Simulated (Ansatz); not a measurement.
**MoS polymorphs, one row open**

Method: Ansatz, DFT PBE, scalar-relativistic, plane waves, PAW. Settings: cutoff 420 eV, Γ-centred meshes spaced at most about 0.3 Å⁻¹, and about 0.25 Å⁻¹ or finer for metals (2π included), Gaussian smearing. Cells run with spin keep no moment; the others have no spin polarisation.

Temperature and zero-point effects are left out. Rows are sorted by volume; energies count from the lowest form computed. Coordination counts S atoms around Mo (those within 1.25 times the shortest such distance or 1.15 times the sum of covalent radii, 1.27 where that leaves under three). The table shows 6 of 7 forms computed.

```tsv
row	form	source	atoms	coordination	V (Å³/atom)	gap on mesh (eV)	ΔE (meV/atom)
1	caesium chloride type, Pm-3m	invented	2	Mo 8	13.6	0	197
2	tungsten carbide type, P-6m2	invented	2	Mo 6	14.6	0	?
3	rock salt type, Fm-3m	invented	2	Mo 6	15.2	0	555
4	P2_13	invented	8	Mo 4	15.3	0	0
5	P6_3/mmc	invented	4	Mo 5	17.7	0	470
6	zinc blende type, F-43m	invented	2	Mo 4	19.0	0	362
```

The cell of row 2:

```cif
data_structure
_symmetry_space_group_name_H-M 'P 1'
_symmetry_Int_Tables_number 1
_cell_length_a 3.2053
_cell_length_b 3.2053
_cell_length_c 3.2812
_cell_angle_alpha 90.000
_cell_angle_beta 90.000
_cell_angle_gamma 120.000
_cell_volume 29.20
loop_
_atom_site_label
_atom_site_type_symbol
_atom_site_fract_x
_atom_site_fract_y
_atom_site_fract_z
_atom_site_occupancy
Mo1 Mo 0.66667 0.33333 0.50000 1
S1 S 0.33333 0.66667 0.00000 1
```

Question: How far above the lowest form does the open row lie?

Answer: 97 meV/atom, which puts it above row 4 and below row 1. Counting S atoms around Mo, row 2 has Mo 6 and the lowest form (row 4) has Mo 4.

An observed structure of this formula, if there is one, may be missing.

Cells relaxed within their symmetry can be saddle points. Some candidate types were left out of the draw beforehand, so a known form may be missing.
